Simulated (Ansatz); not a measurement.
Ni: band structure with PBEsol

The system is Ni.

```
CELL_PARAMETERS angstrom
-1.38372 1.38372 1.38372
1.38372 -1.38372 1.38372
1.38372 1.38372 -1.38372
ATOMIC_POSITIONS crystal
Ni 0.00000 0.00000 0.00000
```

This isn't the form of Ni at room conditions, which is fcc.

```
Program                             : Ansatz 0.2.0
Task                                : band structure
Functional                          : PBEsol
Potentials or basis                 : Ansatz PAW earlier set
Cutoff                              : 920 eV (not typed: the program's choice for these potentials)
k mesh                              : 13 × 13 × 13
Occupations                         : fermi-dirac, width 0.05 eV
Spin                                : collinear spin, ferromagnetic start
Starting moments                    : [1.0] μB
Path                                : [["G", "H", "N", "G", "P", "H"], ["P", "N"]]
Points for each segment of the path : 14
```

```json
{"Pressure": "-2.4 GPa", "Band gap on the k mesh": "none (metal or under the smearing width)", "Net moment": "0.59 μB per cell", "Absolute moment": "0.65 μB per cell", "Site moments": "Ni +0.62 μB"}
```

Levels at the corners of the path, in eV from the Fermi level:
Spin up:
| point | band 6 | band 7 | band 8 | band 9 | band 10 | band 11 | band 12 | band 13 |
| --- | --- | --- | --- | --- | --- | --- | --- | --- |
| Γ | -2.38 | -2.38 | -2.38 | -0.91 | -0.91 | 26.46 | 26.46 | 26.46 |
| H | -4.39 | -0.26 | -0.26 | -0.26 | 9.79 | 9.79 | 9.79 | 15.80 |
| N | -3.35 | -0.99 | -0.75 | -0.02 | 0.12 | 6.61 | 19.16 | 20.24 |
| Γ | -2.38 | -2.38 | -2.38 | -0.91 | -0.91 | 26.46 | 26.46 | 26.46 |
| P | -3.29 | -3.29 | -0.72 | -0.72 | 8.27 | 8.27 | 8.27 | 10.18 |
| H | -4.39 | -0.26 | -0.26 | -0.26 | 9.79 | 9.79 | 9.79 | 15.80 |
| P | -3.29 | -3.29 | -0.72 | -0.72 | 8.27 | 8.27 | 8.27 | 10.18 |
| N | -3.35 | -0.99 | -0.75 | -0.02 | 0.12 | 6.61 | 19.16 | 20.24 |
Spin down:
```csv
point,band 7,band 8,band 9,band 10,band 11,band 12
Γ,-1.70,-1.70,-0.36,-0.36,26.39,26.39
H,0.52,0.52,0.52,9.84,9.84,9.84
N,-0.38,-0.18,0.11,0.76,6.99,19.13
Γ,-1.70,-1.70,-0.36,-0.36,26.39,26.39
P,-2.78,-0.15,-0.15,8.53,8.53,8.53
H,0.52,0.52,0.52,9.84,9.84,9.84
P,-2.78,-0.15,-0.15,8.53,8.53,8.53
N,-0.38,-0.18,0.11,0.76,6.99,19.13
```

Run time: 4.4 s on 2 threads of Arm Neoverse V1, with other jobs on the host, peak memory 0.35 GiB.

Caveat: the PAW data sets come from PBE, with cores solved anew for the run's functional, which leaves a small shift of forces and pressure.
